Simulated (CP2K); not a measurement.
# PtS2: single point with r2SCAN

Crystal: PtS2.

```xyz
3
Lattice="3.5432 0.0000 0.0000 -1.7716 3.0685 0.0000 0.0000 0.0000 5.0388" Properties=species:S:1:pos:R:3 pbc="T T T"
Pt    0.0000    0.0000    0.0000
S     1.7716    1.0228    3.8950
S     0.0000    2.0457    1.1438
```

```json
{
 "Program": "CP2K 2026.2",
 "Task": "single point",
 "Functional": "r2SCAN",
 "Potentials or basis": "POTENTIAL_UZH Pt GTH-PBE-q18, S GTH-PBE-q6; TZVP-MOLOPT-PBE-GTH basis",
 "Density cutoff": "9184 eV",
 "k mesh": "9 × 9 × 5",
 "Occupations": "fermi-dirac, width 0.05 eV",
 "Spin": "no spin polarisation",
 "SCF solver": "diagonalisation with k points",
 "Quickstep method": "GPW",
 "EPS_DEFAULT": "1.0E-10",
 "EPS_SCF": "1.0E-6",
 "MAX_SCF": "100",
 "SCF_GUESS": "ATOMIC",
 "k points reduced by the point group": "yes",
 "Mesh centred on Gamma": "yes",
 "CHOLESKY": "OFF",
 "EPS_EIGVAL": "1.0E-7",
 "MIXING METHOD": "BROYDEN_MIXING",
 "MIXING ALPHA": "0.4",
 "NBUFFER": "8",
 "NGRIDS": "4",
 "Basis sets": "Pt TZVP-MOLOPT-PBE-GTH-q18, S TZVP-MOLOPT-PBE-GTH-q6",
 "Potentials": "Pt GTH-PBE-q18 of POTENTIAL_UZH, S GTH-PBE-q6 of POTENTIAL_UZH",
 "ADDED_MOS": "[15]",
 "REL_CUTOFF (Ry)": "60 Ry",
 "MIXING BETA (1/bohr)": "1.5 1/bohr",
 "CUTOFF of the grids": "675 Ry"
}
```

```json
{
 "Pressure": "10.1 GPa",
 "Largest force": "1.409 eV/Å",
 "Band gap on the k mesh": "1.19 eV, indirect (least direct gap 1.26 eV)",
 "Mulliken charges": "Pt +0.03; S -0.01 e"
}
```

Forces in eV/Å, atoms in the order of the input:
```
Pt   0.000  0.000  0.000
S    0.000  0.000 -1.409
S    0.000  0.000  1.409
```

Stress tensor (GPa, compression positive):
```
 9.97  0.00  0.00
 0.00  9.97  0.00
 0.00  0.00 10.42
```

Levels at points of the mesh, in eV from the valence-band top:
```tsv
k point	band 13	band 14	band 15	band 16	band 17	band 18
(0.00, 0.00, 0.00)	-1.23	-1.23	-0.11	2.67	2.67	5.61
```

Run time: 94 s on 1 thread of Arm Neoverse V1, on a shared host, peak memory 0.39 GiB.

Caveat: Mulliken charges move with the basis; the potentials were made for another functional, which shifts forces and pressure; spin-orbit coupling is left out, which moves the levels of the heavy elements; an odd mesh through Γ misses points on the zone boundary, where band edges often lie; the basis of atomic orbitals isn't converged, which shifts pressures, moduli and gaps. r2SCAN opens gaps a little over a GGA but as a rule still falls short of measured ones.
